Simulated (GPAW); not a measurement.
The system is Nb.

```
Nb
1.0
    -1.66395    1.66395    1.66395
     1.66395   -1.66395    1.66395
     1.66395    1.66395   -1.66395
Nb
1
Direct
  0.00000 0.00000 0.00000
```

- Program: GPAW 26.7.0
- Task: single point
- Functional: PBEsol
- Potentials or basis: PAW data sets generated in the run's folder for this functional
- Cutoff: 600 eV
- Basis: pw
- k mesh: 11 × 11 × 11
- Occupations: fermi-dirac, width 0.05 eV
- Spin: no spin polarisation

On this cell: pressure -8.5 GPa; band gap on the k mesh none (metal or under the smearing width).

The same run follows on a disturbed copy (cell strained at random at fixed volume):

```
Nb
1.0
    -1.65481    1.66189    1.66310
     1.61189   -1.66978    1.62806
     1.70285    1.71781   -1.67098
Nb
1
Direct
  0.99711 0.99235 0.00528
```

Problem. What changes?

Solution. The energy (extrapolated to zero smearing) moves by +3.5 meV/atom; pressure -8.5 GPa; band gap on the k mesh none (metal or under the smearing width).

Stress tensor (GPa, compression positive):
```
-8.15 -0.67  0.41
-0.67 -9.97  0.21
 0.41  0.21 -7.50
```
